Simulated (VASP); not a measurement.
# Rb (Fm-3m) in VASP: further runs

One crystal, Rb, is run at these levels: r2SCAN; tasks: single point.

All numbers are computed with VASP 6.6.1; they aren't measurements. Logs are shortened: lines on timing, memory, paths and dates and some standing lists are left out, and cuts for length are marked.

## Step 1: The crystal as given

It takes space group Fm-3m (No. 225, cubic). Conventional cell: a = 7.280 Å, b = 7.280 Å, c = 7.280 Å, α = 90.00°, β = 90.00°, γ = 90.00°.

This isn't the form of Rb at room conditions, which is bcc.

## Step 2: Single point, r2SCAN

Contents of INCAR:

```
SYSTEM = Rb
PREC = Accurate
ENCUT = 300
EDIFF = 1E-6
ISMEAR = 1
SIGMA = 0.2
LREAL = .FALSE.
LASPH = .TRUE.
NELM = 100
ALGO = Normal
ISIF = 2
LWAVE = .FALSE.
LCHARG = .FALSE.
METAGGA = R2SCAN
LMIXTAU = .TRUE.
ADDGRID = .FALSE.
```

Contents of KPOINTS:

```
regular mesh
0
G
  6 6 6
  0 0 0
```

Contents of POSCAR:

```
Rb
1.0
    0.0000000000      3.6398846700      3.6398846700
    3.6398846700      0.0000000000      3.6398846700
    3.6398846700      3.6398846700      0.0000000000
Rb
1
Direct
    0.0000000000      0.0000000000      0.0000000000
```

Potentials or basis: VASP PAW PBE potentials, release 64 (Rb_sv).

Started as:

```
$ cat potpaw_PBE.64/Rb_sv/POTCAR > POTCAR
$ mpirun -np 1 vasp_std > vasp.out
```

OUTCAR:

```text
SYSTEM = Rb
   PREC = Accurate
   ENCUT = 300
   EDIFF = 1E-6
   ISMEAR = 1
   LREAL = .FALSE.
   LASPH = .TRUE.
   NELM = 100
   ISIF = 2
   METAGGA = R2SCAN

 Found     16 irreducible k-points:

 Following reciprocal coordinates:
            Coordinates               Weight
  0.000000  0.000000  0.000000      1.000000
  0.166667  0.000000  0.000000      8.000000
  0.333333  0.000000  0.000000      8.000000
  0.500000  0.000000  0.000000      4.000000
  0.166667  0.166667  0.000000      6.000000
  0.333333  0.166667  0.000000     24.000000
   k-points           NKPTS =     16   k-points in BZ     NKDIM =     16   number of bands    NBANDS=      8
   number of dos      NEDOS =    301   number of ions     NIONS =      1
   total plane-waves  NPLWV =  27000
   dimension x,y,z NGX =    30 NGY =   30 NGZ =   30
   dimension x,y,z NGXF=    60 NGYF=   60 NGZF=   60
   ions per type =               1
   NGX,Y,Z   is equivalent  to a cutoff of   9.69,  9.69,  9.69 a.u.
   NGXF,Y,Z  is equivalent  to a cutoff of  19.38, 19.38, 19.38 a.u.
 SYSTEM =  Rb
   PREC   = accura    normal or accurate (medium, high low for compatibility)
   ISTART =      0    job   : 0-new  1-cont  2-samecut
   ICHARG =      2    charge: 1-file 2-atom 10-const
   ISPIN  =      1    spin polarized calculation?
   LNONCOLLINEAR =      F non collinear calculations
   LSORBIT =      F    spin-orbit coupling
   LASPH  =      T    aspherical Exc in radial PAW
   ENCUT  =  300.0 eV  22.05 Ry    4.70 a.u.   7.27  7.27  7.27*2*pi/ulx,y,z
   NELM   =    100;   NELMIN=  2; NELMDL= -5     # of ELM steps
   EDIFF  = 0.1E-05   stopping-criterion for ELM
   LREAL  =      F    real-space projection
   EDIFFG = 0.1E-04   stopping-criterion for IOM
   NSW    =      0    number of steps for IOM
   IBRION =     -1    ionic relax: 0-MD 1-quasi-New 2-CG
   NFREE  =      0    steps in history (QN), initial steepest desc. (CG)
   ISIF   =      2    stress and relaxation
   ISYM   =      2    0-nonsym 1-usesym 2-fastsym
   POTIM  = 0.5000    time-step for ionic-motion
   TEBEG  =    0.0;   TEEND  =   0.0 temperature during run
   PSTRESS=    0.0 pullay stress
   NELECT =       9.0000    total number of electrons
   NUPDOWN=      -1.0000    fix difference up-down
   EMIN   =  10.00;   EMAX   =-10.00  energy-range for DOS
   EFERMI =   0.00;   METHOD = LEGACY
   ISMEAR =     1;   SIGMA  =   0.20  broadening in eV -4-tet -1-fermi 0-gaus
   EFERMI_NEDOS =   21; number of points for ismear=-14 and -15
   IALGO  =     38    algorithm
   IMIX   =      4    mixing-type and parameters
     AMIX     =   0.40;   BMIX     =  1.00
     AMIX_MAG =   1.60;   BMIX_MAG =  1.00
  volume/ion in A,a.u.               =      96.45       650.86
  Fermi-wavevector in a.u.,A,eV,Ry     =   0.742548  1.403213  7.501953  0.551378
  Thomas-Fermi vector in A             =   1.837453
   LORBIT       =      0    0 simple, 1 ext, 2 COOP (PROOUT), +10 PAW based schemes
   METAGGA = R2SCAN    functional components
   LHFCALC =     F    Hartree Fock is set to
   AEXX    =    0.0000 exact exchange contribution
   IVDW    =     0    specifies the selected vdW correction
   LEPSILON=     F    determine dielectric tensor
   LRPA    =     F    only Hartree local field effects (RPA)
 non-spin polarized calculation
 Methfessel and Paxton  Order N= 1 SIGMA  =   0.20
  energy-cutoff  :      300.00
  volume of cell :       96.45
 maximum number of plane-waves:      1158
 NGX is ok and might be reduce to    30
   NGX = 15   NGY = 15   NGZ = 15

 number of electron       9.0000000 magnetization

 Free energy of the ion-electron system (eV)
  ---------------------------------------------------
  ext. energy  EPLUGINS =         0.00000000
  ---------------------------------------------------
  free energy    TOTEN  =       -13.90915821 eV

  energy without entropy =      -13.91092143  energy(sigma->0) =      -13.90974595

 E-fermi :  -0.1187     XC(G=0):  -5.5868

 val. band max:       -0.2048272161   @ k =   0.5000   0.3333   0.1667
 cond. band min:       0.1133868783   @ k =   0.5000   0.1667   0.0000
 fundamental gap:      0.3182140944
 Fermi energy:        -0.1186587815

 k-point     1 :       0.0000    0.0000    0.0000
  band No.  band energies     occupation
      1     -30.1616      2.00000
      2     -13.6566      2.00000
      3     -13.6565      2.00000
      4     -13.6565      2.00000
      5      -2.0831      2.00000
      6       3.8965      0.00000
      7       3.8965      0.00000
      8       3.8965      0.00000

 k-point     2 :       0.1667    0.0000    0.0000
  band No.  band energies     occupation
      1     -30.1608      2.00000
      2     -13.6770      2.00000
      3     -13.6593      2.00000
      4     -13.6593      2.00000
      5      -1.7734      2.00000
      6       3.0724     -0.00000
      7       3.9840      0.00000
      8       3.9840      0.00000

 k-point     3 :       0.3333    0.0000    0.0000
  band No.  band energies     occupation
      1     -30.1592      2.00000
      2     -13.7171      2.00000
      3     -13.6648      2.00000
      4     -13.6648      2.00000
      5      -0.9096      2.00000
      6       1.7373     -0.00000
      7       3.8143     -0.00000
      8       3.8143     -0.00000

 k-point     4 :       0.5000    0.0000    0.0000
  band No.  band energies     occupation
      1     -30.1584      2.00000
      2     -13.7369      2.00000
      3     -13.6675      2.00000
      4     -13.6675      2.00000
      5       0.2044     -0.04472
      6       0.4826     -0.00018
      7       3.6565     -0.00000
      8       3.6565     -0.00000

 k-point     5 :       0.1667    0.1667    0.0000
  band No.  band energies     occupation
      1     -30.1605      2.00000
      2     -13.6763      2.00000
      3     -13.6639      2.00000
      4     -13.6639      2.00000
      5      -1.6720      2.00000
      6       3.1088     -0.00000
      7       3.9650      0.00000
      8       3.9650      0.00000

 k-point     6 :       0.3333    0.1667    0.0000
  band No.  band energies     occupation
      1     -30.1592      2.00000
      2     -13.7056      2.00000
      3     -13.6704      2.00000
      4     -13.6702      2.00000
      5      -0.9969      2.00000
      6       2.2331     -0.00000
      7       3.2330     -0.00000
      8       3.9703      0.00000

 [... further k-points ...]

------------------------ aborting loop because EDIFF is reached ----------------------------------------

  FORCE on cell =-STRESS in cart. coord.  units (eV):
  Direction    XX          YY          ZZ          XY          YZ          ZX
  --------------------------------------------------------------------------------------
  -------------------------------------------------------------------------------------
  Total       -0.0384852     -0.0384852     -0.0384852      0.0000000      0.0000000     -0.0000000
  in kB       -0.6393093     -0.6393093     -0.6393093      0.0000000      0.0000000     -0.0000000
  external PRESSURE =      -0.6393093 kB  Pullay stress =       0.0000000 kB

 VOLUME and BASIS-vectors are now :
 -----------------------------------------------------------------------------
  energy-cutoff  :      300.00
  volume of cell :       96.45
      direct lattice vectors                 reciprocal lattice vectors
     0.000000000  3.639884670  3.639884670    -0.137366990  0.137366990  0.137366990
     3.639884670  0.000000000  3.639884670     0.137366990 -0.137366990  0.137366990
     3.639884670  3.639884670  0.000000000     0.137366990  0.137366990 -0.137366990

 POSITION                                       TOTAL-FORCE (eV/Angst)
 -----------------------------------------------------------------------------------
      0.00000      0.00000      0.00000        -0.000000     -0.000000      0.000000
 -----------------------------------------------------------------------------------
    total drift:                               -0.000000     -0.000000      0.000000

  FREE ENERGIE OF THE ION-ELECTRON SYSTEM (eV)
  ---------------------------------------------------
  free  energy   TOTEN  =       -13.9091582123 eV

  energy  without entropy=      -13.9109214278  energy(sigma->0) =      -13.90974595
```

Wall time 41 s (1 thread of Intel Xeon 6975P-C (Granite Rapids), shared host); peak memory 0.16 GiB.

The run converged, but some of its settings lie outside the range that counts as converged, so its numbers aren't taken as properties of the crystal.

What came out:

```yaml
Free_energy: -13.9092 eV
Pressure: -0.1 GPa
Band_gap_on_the_k_mesh: none (metal or under the smearing width)
```

Caveat: the PAW data sets were made with another functional, which shifts forces and pressure a little.

## Step 3: Single point, r2SCAN

INCAR is that of step 2.

KPOINTS is that of step 2.

Contents of POSCAR:

```
Rb
1.0
    0.0790870000      3.6559800000      3.6130310000
    3.6559400000      0.0406780000      3.6514400000
    3.6810400000      3.7194890000      0.0155780000
Rb
1
Direct
   -0.0191540000      0.0033960000      0.0084760000
```

Potentials or basis: VASP PAW PBE potentials, release 64 (Rb_sv).

Started as:

```
$ cat potpaw_PBE.64/Rb_sv/POTCAR > POTCAR
$ mpirun -np 1 vasp_std > vasp.out
```

OUTCAR:

```text
SYSTEM = Rb
   PREC = Accurate
   ENCUT = 300
   EDIFF = 1E-6
   ISMEAR = 1
   LREAL = .FALSE.
   LASPH = .TRUE.
   NELM = 100
   ISIF = 2
   METAGGA = R2SCAN

 Found    112 irreducible k-points:

 Following reciprocal coordinates:
            Coordinates               Weight
  0.000000  0.000000  0.000000      1.000000
  0.166667 -0.000000  0.000000      2.000000
  0.333333 -0.000000  0.000000      2.000000
  0.500000  0.000000  0.000000      1.000000
  0.000000  0.166667  0.000000      2.000000
  0.166667  0.166667  0.000000      2.000000
   k-points           NKPTS =    112   k-points in BZ     NKDIM =    112   number of bands    NBANDS=      8
   number of dos      NEDOS =    301   number of ions     NIONS =      1
   total plane-waves  NPLWV =  27000
   dimension x,y,z NGX =    30 NGY =   30 NGZ =   30
   dimension x,y,z NGXF=    60 NGYF=   60 NGZF=   60
   ions per type =               1
   NGX,Y,Z   is equivalent  to a cutoff of   9.70,  9.65,  9.53 a.u.
   NGXF,Y,Z  is equivalent  to a cutoff of  19.40, 19.30, 19.06 a.u.
 SYSTEM =  Rb
   PREC   = accura    normal or accurate (medium, high low for compatibility)
   ISTART =      0    job   : 0-new  1-cont  2-samecut
   ICHARG =      2    charge: 1-file 2-atom 10-const
   ISPIN  =      1    spin polarized calculation?
   LNONCOLLINEAR =      F non collinear calculations
   LSORBIT =      F    spin-orbit coupling
   LASPH  =      T    aspherical Exc in radial PAW
   ENCUT  =  300.0 eV  22.05 Ry    4.70 a.u.   7.26  7.30  7.39*2*pi/ulx,y,z
   NELM   =    100;   NELMIN=  2; NELMDL= -5     # of ELM steps
   EDIFF  = 0.1E-05   stopping-criterion for ELM
   LREAL  =      F    real-space projection
   EDIFFG = 0.1E-04   stopping-criterion for IOM
   NSW    =      0    number of steps for IOM
   IBRION =     -1    ionic relax: 0-MD 1-quasi-New 2-CG
   NFREE  =      0    steps in history (QN), initial steepest desc. (CG)
   ISIF   =      2    stress and relaxation
   ISYM   =      2    0-nonsym 1-usesym 2-fastsym
   POTIM  = 0.5000    time-step for ionic-motion
   TEBEG  =    0.0;   TEEND  =   0.0 temperature during run
   PSTRESS=    0.0 pullay stress
   NELECT =       9.0000    total number of electrons
   NUPDOWN=      -1.0000    fix difference up-down
   EMIN   =  10.00;   EMAX   =-10.00  energy-range for DOS
   EFERMI =   0.00;   METHOD = LEGACY
   ISMEAR =     1;   SIGMA  =   0.20  broadening in eV -4-tet -1-fermi 0-gaus
   EFERMI_NEDOS =   21; number of points for ismear=-14 and -15
   IALGO  =     38    algorithm
   IMIX   =      4    mixing-type and parameters
     AMIX     =   0.40;   BMIX     =  1.00
     AMIX_MAG =   1.60;   BMIX_MAG =  1.00
  volume/ion in A,a.u.               =      96.45       650.86
  Fermi-wavevector in a.u.,A,eV,Ry     =   0.742548  1.403213  7.501953  0.551378
  Thomas-Fermi vector in A             =   1.837453
   LORBIT       =      0    0 simple, 1 ext, 2 COOP (PROOUT), +10 PAW based schemes
   METAGGA = R2SCAN    functional components
   LHFCALC =     F    Hartree Fock is set to
   AEXX    =    0.0000 exact exchange contribution
   IVDW    =     0    specifies the selected vdW correction
   LEPSILON=     F    determine dielectric tensor
   LRPA    =     F    only Hartree local field effects (RPA)
 non-spin polarized calculation
 Methfessel and Paxton  Order N= 1 SIGMA  =   0.20
  energy-cutoff  :      300.00
  volume of cell :       96.45
 maximum number of plane-waves:      1155
 NGX is ok and might be reduce to    30
   NGX = 15   NGY = 15   NGZ = 15

 number of electron       9.0000000 magnetization

 Free energy of the ion-electron system (eV)
  ---------------------------------------------------
  ext. energy  EPLUGINS =         0.00000000
  ---------------------------------------------------
  free energy    TOTEN  =       -13.90847016 eV

  energy without entropy =      -13.91006570  energy(sigma->0) =      -13.90900200

 E-fermi :  -0.1126     XC(G=0):  -5.5844

 val. band max:       -0.1596246381   @ k =  -0.1667   0.3333   0.1667
 cond. band min:       0.0641045045   @ k =   0.5000   0.3333   0.5000
 fundamental gap:      0.2237291426
 Fermi energy:        -0.1125713978

 k-point     1 :       0.0000    0.0000    0.0000
  band No.  band energies     occupation
      1     -30.1648      2.00000
      2     -13.6599      2.00000
      3     -13.6597      2.00000
      4     -13.6597      2.00000
      5      -2.0799      2.00000
      6       3.7759     -0.00000
      7       3.8786     -0.00000
      8       4.0276      0.00000
[... 45 lines left out ...]
 k-point     6 :       0.1667    0.1667    0.0000
  band No.  band energies     occupation
      1     -30.1637      2.00000
      2     -13.6796      2.00000
      3     -13.6675      2.00000
      4     -13.6667      2.00000
      5      -1.6656      2.00000
      6       3.1035     -0.00000
      7       3.8353     -0.00000
      8       4.0610      0.00000

 [... further k-points ...]

------------------------ aborting loop because EDIFF is reached ----------------------------------------

  FORCE on cell =-STRESS in cart. coord.  units (eV):
  Direction    XX          YY          ZZ          XY          YZ          ZX
  --------------------------------------------------------------------------------------
  -------------------------------------------------------------------------------------
  Total       -0.0344979     -0.0369919     -0.0320237     -0.0349080      0.0065120     -0.0166803
  in kB       -0.5730730     -0.6145040     -0.5319723     -0.5798864      0.1081770     -0.2770904
  external PRESSURE =      -0.5731831 kB  Pullay stress =       0.0000000 kB

 VOLUME and BASIS-vectors are now :
 -----------------------------------------------------------------------------
  energy-cutoff  :      300.00
  volume of cell :       96.45
      direct lattice vectors                 reciprocal lattice vectors
     0.079087000  3.655980000  3.613031000    -0.140810279  0.138770703  0.139437870
     3.655940000  0.040678000  3.651440000     0.138745112 -0.137882505  0.136484505
     3.681040000  3.719489000  0.015578000     0.136888613  0.133960839 -0.138549672

 POSITION                                       TOTAL-FORCE (eV/Angst)
 -----------------------------------------------------------------------------------
      0.12119      3.61762      3.55636         0.000000     -0.000000     -0.000000
 -----------------------------------------------------------------------------------
    total drift:                               -0.000001      0.000001     -0.000000

  FREE ENERGIE OF THE ION-ELECTRON SYSTEM (eV)
  ---------------------------------------------------
  free  energy   TOTEN  =       -13.9084701574 eV

  energy  without entropy=      -13.9100656969  energy(sigma->0) =      -13.90900200
```

OSZICAR:

```text
N       E                     dE             d eps       ncg     rms          rms(c)
DAV:   1     0.212147570190E+02    0.21215E+02   -0.26536E+03  1800   0.555E+02
[... 29 lines left out ...]
DAV:  31    -0.139085990691E+02   -0.17491E-03   -0.11217E-04  1808   0.751E-02    0.149E-02
DAV:  32    -0.139085326998E+02    0.66369E-04   -0.13629E-05  1968   0.225E-02    0.131E-02
DAV:  33    -0.139085245123E+02    0.81875E-05   -0.69838E-06  2472   0.259E-02    0.892E-03
DAV:  34    -0.139084943271E+02    0.30185E-04   -0.11320E-05  1888   0.305E-02    0.787E-03
DAV:  35    -0.139084822549E+02    0.12072E-04   -0.81713E-06  2088   0.278E-02    0.490E-03
DAV:  36    -0.139084761904E+02    0.60644E-05   -0.56553E-06  1864   0.211E-02    0.445E-03
DAV:  37    -0.139084700141E+02    0.61764E-05   -0.15223E-05  1848   0.391E-02    0.330E-03
DAV:  38    -0.139084701574E+02   -0.14335E-06   -0.10430E-06  2720   0.970E-03
   1 F= -.13908470E+02 E0= -.13909002E+02  d E =0.159554E-02
```

stdout:

```text
POSCAR found type information on POSCAR Rb
 POSCAR found :  1 types and       1 ions
 scaLAPACK will be used
 -----------------------------------------------------------------------------
|                                                                             |
|                                                                             |
|     You enforced a specific xc type in the INCAR file but a different       |
|     I HOPE YOU KNOW WHAT YOU ARE DOING!                                     |
|                                                                             |
 -----------------------------------------------------------------------------

 LDA part: xc-table for (None), standard interpolation
 POSCAR, INCAR and KPOINTS ok, starting setup
 FFT: planning ... GRIDC
 FFT: planning ... GRID_SOFT
 FFT: planning ... GRID
 WAVECAR not read
 entering main loop
```

Run time: 3.4 min. Hardware: 1 thread of Intel Xeon 6975P-C (Granite Rapids), shared host; peak memory 0.19 GiB.

The run converged, but some of its settings lie outside the range that counts as converged, so its numbers aren't taken as properties of the crystal.

What came out:

| Item | Value |
| --- | --- |
| Free energy | -13.9085 eV |
| Pressure | -0.1 GPa |
| Band gap on the k mesh | none (metal or under the smearing width) |

Caveat: the PAW data sets were made with another functional, which shifts forces and pressure a little.

(Continued in part 2 of 2.)
